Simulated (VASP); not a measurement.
# Settings for CdS: relaxation of the atoms

CdS, P1 (no. 1), 4 atoms in the cell. PBEsol; PAW potentials Cd, S (PBE set). VASP 6.6.1.

Wanted: energy within 2 meV/atom; shortest distances from each atom, periodic images included within 0.005 Å.

What the run is for: geometry; Accuracy asked: standard.

POSCAR:
```
CdS
1.0
    4.1500000000      0.0000000000      0.0000000000
   -2.0750000000      3.5940054257      0.0000000000
    0.0000000000      0.0000000000      6.7370000000
Cd S
2 2
Direct
    0.6775090000      0.3431010000      0.5039290000
    0.3319730000      0.6626650000      0.0053550000
    0.6642940000      0.3249770000      0.8719120000
    0.3296610000      0.6632570000      0.3747540000
```

The series start from Plane-wave cutoff (eV): 360; k-point mesh: 4 × 4 × 2; Ionic threshold (EDIFFG): -0.01; Electronic threshold (eV): 1e-6; Precision mode (PREC): Accurate; Relaxation algorithm: IBRION=2; Electronic steps between moves: NELMIN=4 ALGO=Normal. Each series keeps the choices made before it, and each single choice may use up half of a tolerance.

## Plane-wave cutoff (eV)

| Plane-wave cutoff (eV) | Energy less reference (meV/atom) | Shortest distances from each atom, periodic images included, largest deviation (Å) | SCF iterations | Time (s) |
|---|---|---|---|---|
| 250 | 15.4 | 0.0004 | 80 | 52 |
| 280 | 5.6 | 0.0004 | 81 | 61 |
| 320 | 1.2 | 0.0003 | 81 | 64 |
| 360 | 1.3 | 0.0014 | 93 | 118 |
| 440 | 0.5 | 0.0000 | 90 | 121 |
| 550 (reference) | 0.0 | 0.0000 | 91 | 176 |

Chosen: 440, the loosest value from which every tighter one stays within half of the tolerance.

## k-point mesh

| k-point mesh | Energy less reference (meV/atom) | Shortest distances from each atom, periodic images included, largest deviation (Å) | SCF iterations | Time (s) |
|---|---|---|---|---|
| 2 × 2 × 1 | 198.4 | 0.0239 | 63 | 38 |
| 3 × 3 × 2 | 42.0 | 0.0059 | 87 | 96 |
| 4 × 4 × 2 | 9.0 | 0.0030 | 90 | 121 |
| 5 × 5 × 3 | 2.0 | 0.0005 | 91 | 204 |
| 6 × 6 × 4 (reference) | 0.0 | 0.0000 | 91 | 361 |

Chosen: 6 × 6 × 4; the next looser run is off by more than half of the tolerance, so convergence isn't shown beyond this value.

## Ionic threshold (EDIFFG)

| Ionic threshold (EDIFFG) | Energy less reference (meV/atom) | Shortest distances from each atom, periodic images included, largest deviation (Å) | SCF iterations | Time (s) |
|---|---|---|---|---|
| -0.1 | 0.1 | 0.0067 | 28 | 86 |
| -0.05 | 0.1 | 0.0067 | 28 | 103 |
| -0.02 | 0.1 | 0.0025 | 42 | 157 |
| -0.01 | 0.0 | 0.0006 | 91 | 361 |
| -0.005 | 0.0 | 0.0003 | 95 | 367 |
| -0.002 (reference) | 0.0 | 0.0000 | 99 | 380 |

Chosen: -0.02.

## Electronic threshold (eV)

| Electronic threshold (eV) | Energy less reference (meV/atom) | Shortest distances from each atom, periodic images included, largest deviation (Å) | SCF iterations | Time (s) |
|---|---|---|---|---|
| 0.0001 | 0.0 | 0.0015 | 35 | 124 |
| 1e-5 | 0.0 | 0.0018 | 38 | 137 |
| 1e-6 | 0.0 | 0.0003 | 42 | 157 |
| 1e-7 (reference) | 0.0 | 0.0000 | 52 | 184 |

Chosen: 0.0001.

## Precision mode (PREC)

| Precision mode (PREC) | Energy less reference (meV/atom) | Shortest distances from each atom, periodic images included, largest deviation (Å) | SCF iterations | Time (s) |
|---|---|---|---|---|
| Normal | 0.0 | 0.0003 | 35 | 79 |
| Accurate (reference) | 0.0 | 0.0000 | 35 | 124 |

Chosen: Normal.

## Relaxation algorithm

| Relaxation algorithm | Energy less reference (meV/atom) | Shortest distances from each atom, periodic images included, largest deviation (Å) | SCF iterations | Time (s) |
|---|---|---|---|---|
| IBRION=2 | 0.0 | 0.0000 | 35 | 79 |
| IBRION=2 POTIM=0.2 | 0.0 | 0.0009 | 36 | 83 |
| IBRION=2 POTIM=0.8 | 0.0 | 0.0018 | 28 | 62 |
| IBRION=1 | 0.0 | 0.0023 | 23 | 54 |
| IBRION=1 POTIM=0.2 | 0.0 | 0.0022 | 32 | 77 |
| IBRION=1 POTIM=0.3 NFREE=9 | 0.0 | 0.0015 | 28 | 63 |
| IBRION=3 POTIM=0.2 SMASS=0.4 | -0.1 | 0.0032 | 63 | 151 |
| IBRION=3 POTIM=0.3 | 0.0 | 0.0018 | 29 | 71 |

Chosen: IBRION=1, the fastest of those that stay within half of the tolerance.

## Electronic steps between moves

| Electronic steps between moves | Energy less reference (meV/atom) | Shortest distances from each atom, periodic images included, largest deviation (Å) | SCF iterations | Time (s) |
|---|---|---|---|---|
| NELMIN=4 ALGO=Normal | 0.0 | 0.0000 | 23 | 54 |
| ALGO=Normal | 0.0 | 0.0000 | 21 | 48 |
| NELMIN=4 MAXMIX=40 ALGO=Normal | 0.0 | 0.0003 | 24 | 61 |
| NELMIN=4 ALGO=Fast | 0.0 | 0.0016 | 27 | 64 |
| NELMIN=4 MAXMIX=40 ALGO=Fast | 0.0 | 0.0021 | 27 | 58 |

Chosen: ALGO=Normal; it saves 5.9 s of 54, so NELMIN=4 ALGO=Normal would do nearly as well.

## All choices together

| Input | Energy less reference (meV/atom) | Shortest distances from each atom, periodic images included, largest deviation (Å) | Time (s) |
|---|---|---|---|
| the program's defaults (naive) | 15.7 | 0.0046 | 8.3 |
| chosen settings | 0.5 | 0.0021 | 48 |
| reference settings throughout | 0.0 | 0.0000 | 586 |

The chosen settings stay within the tolerance of the reference run, but the reference itself isn't shown to be converged in: k-point mesh.

## The input

INCAR:
```
SYSTEM = CdS
GGA = PS
ISMEAR = 0
SIGMA = 0.03
LWAVE = .FALSE.
LCHARG = .FALSE.
ISIF = 2
NSW = 120
PREC = Normal
LASPH = .TRUE.
LREAL = .FALSE.
ALGO = Normal
EDIFF = 1E-4
NELM = 120
GGA_COMPAT = .FALSE.
IBRION = 1
EDIFFG = -0.02
ENCUT = 440
EFERMI = MIDGAP
KPAR = 4
```

KPOINTS:
```
Automatic mesh
0
Gamma
  6 6 4
  0 0 0
```

Commands:
```
cat potpaw_PBE.64/Cd/POTCAR potpaw_PBE.64/S/POTCAR > POTCAR
mpirun -np 4 vasp_std > vasp.out
```

The chosen input took VASP 6.6.1 48 s on 4 cores (Intel Xeon Platinum 8375C @ 2.90GHz (Ice Lake)), a shared host.

## An input that fails: force threshold below the noise of the forces

It gives no converged result.

Changes against the starting input:
```
- NSW = 120
- PREC = Accurate
- EDIFF = 1e-06
- NELM = 120
- EDIFFG = -0.01
- NELMIN = 4
+ NSW = 30
+ PREC = Low
+ EDIFF = 0.001
+ NELM = 69
+ EDIFFG = -0.0001
```
